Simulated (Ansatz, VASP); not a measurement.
**CaSe, level by level in two programs**

```
CELL_PARAMETERS angstrom
0.00000 3.30000 3.30000
3.30000 0.00000 3.30000
3.30000 3.30000 0.00000
ATOMIC_POSITIONS crystal
Se 0.25000 0.25000 0.25000
Ca 0.00000 0.00000 0.00000
```

The cell comes from a database or a generator and needn't be the stable form of this composition.

Single points on this cell with VASP 6.6.1 and Ansatz 0.2.0. Each row is one pair of runs. Alike in all rows: spin: off; k mesh: 7 × 7 × 7; Ansatz's potentials, cutoff: Ansatz PAW, 420 eV.

| level | smearing | VASP's potentials, cutoff | gap on the k mesh at the Fermi level (eV), VASP | gap on the k mesh at the Fermi level (eV), Ansatz | least direct gap on the mesh (eV), VASP | least direct gap on the mesh (eV), Ansatz | pressure (GPa), VASP | pressure (GPa), Ansatz |
| --- | --- | --- | --- | --- | --- | --- | --- | --- |
| PBE | fermi-dirac, width 0.05 eV | VASP PAW PBE potentials, release 64 (Se, Ca_sv), 520 eV | 3.15 | 3.15 | 3.24 | 3.24 | -0.1 | -0.2 |
| PBE | gaussian, width 0.02 eV | VASP PAW PBE potentials, release 64 (Se_GW, Ca_sv_GW), 550 eV | 3.15 | 3.15 | 3.23 | 3.24 | -0.3 | -0.2 |
| RPBE | gaussian, width 0.05 eV | VASP PAW PBE potentials, release 64 (Se_GW, Ca_sv_GW), 550 eV | 3.40 | 3.40 | 3.49 | 3.49 | 1.0 | 1.1 |
| PBE | gaussian, width 0.05 eV | VASP PAW PBE potentials, release 64 (Se, Ca_sv), 520 eV | 3.15 | ? | 3.24 | ? | -0.1 | ? |

Task: Fill in what Ansatz gave in row 4.

Result: gap on the k mesh at the Fermi level (eV): 3.15; least direct gap on the mesh (eV): 3.24; pressure (GPa): -0.2.

Caveats: an odd mesh through Γ misses points on the zone boundary, where band edges often lie (VASP); the PAW data sets were made with another functional, which shifts forces and pressure a little (VASP); odd divisions of the mesh miss points on the zone boundary, where band edges often lie, so the gap on the mesh can be too wide (Ansatz); the PAW data sets come from PBE, with cores solved anew for the run's functional, which leaves a small shift of forces and pressure (Ansatz).
